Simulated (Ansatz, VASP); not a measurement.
## One calculation of TaN, two programs

File INCAR:

```
SYSTEM = TaN
PREC = Accurate
ENCUT = 600
EDIFF = 1E-6
ISMEAR = -1
SIGMA = 1.0
LREAL = .FALSE.
LASPH = .TRUE.
NELM = 100
ALGO = Normal
ISIF = 3
LWAVE = .FALSE.
LCHARG = .FALSE.
GGA = PS
IBRION = 2
NSW = 80
EDIFFG = -0.005
```

File KPOINTS:

```
regular mesh
0
G
  9 9 13
  0 0 0
```

The input POSCAR:

```
TaN
1.0
    5.2084955000      0.0000000000      0.0000000000
   -2.6042477000      4.5106894000      0.0000000000
    0.0000000000      0.0000000000      2.9147478000
Ta N
3 3
Direct
    0.0000000000      0.0000000000      0.0000000000
    0.3333333300      0.6666666700      0.5000000000
    0.6666666700      0.3333333300      0.5000000000
    0.3923921700      0.0000000000      0.0000000000
    0.6076078300      0.6076078300      0.0000000000
    0.0000000000      0.3923921700      0.0000000000
```

Input for Ansatz:

```yaml
crystal:
  lattice:
    - [5.2084955, 0.0, 0.0]
    - [-2.6042477, 4.5106894, 0.0]
    - [0.0, 0.0, 2.9147478]
  atoms:
    - { symbol: Ta, position: [0.0, 0.0, 0.0] }
    - { symbol: Ta, position: [0.33333333, 0.66666667, 0.5] }
    - { symbol: Ta, position: [0.66666667, 0.33333333, 0.5] }
    - { symbol: "N", position: [0.39239217, 0.0, 0.0] }
    - { symbol: "N", position: [0.60760783, 0.60760783, 0.0] }
    - { symbol: "N", position: [0.0, 0.39239217, 0.0] }
basis:
  ecutwfc: 420
  xc_grid: 2
hamiltonian:
  xc: pbesol
  pseudopotentials: { kind: paw, azcp: { folder: soft_1 } }
kpoints:
  mp_grid: { grid: [9, 9, 13] }
scf:
  occupations: { method: fermi_dirac, width: 1.0 }
  max_iter: 120
relax:
  f_tol: 0.005
  max_steps: 60
  cell: {}
output:
  forces: true
  stress: true
checkpoint:
  write: "../cell.run"
  compress: false
  write_wavefunctions: false
  write_every: 100000
```

The cell comes from a database or a generator and needn't be the stable form of this composition.

Alike in both runs: task relaxation of cell and atoms; functional PBEsol; k mesh 9 × 9 × 13; occupations fermi-dirac, width 1 eV; no spin polarisation.

```csv
,VASP,Ansatz
version,VASP 6.6.1,Ansatz 0.2.0
potentials or method,"VASP PAW PBE potentials, release 64 (Ta_pv, N)",plane-wave PAW DFT
plane-wave cutoff (eV),600,420
valence electrons in the cell,48,54
```

|  | VASP | Ansatz | Ansatz less VASP |
| --- | --- | --- | --- |
| relaxed volume (Å³/atom) | 11.58 | 11.67 | +0.084 |
| relaxed cell length with the largest relative difference (Å) | 2.934 | 2.942 | +0.0071 |
| energy change over the relaxation (meV/atom) | -3 | -6 | -2.8 |

The two sets of potentials don't hold the same shells in valence. Ansatz warned: «pseudo_functional_mismatch».

Caveats: the PAW data sets were made with another functional, which shifts forces and pressure a little (VASP). The runs have no spin-orbit coupling, so splittings on Ta are missing.
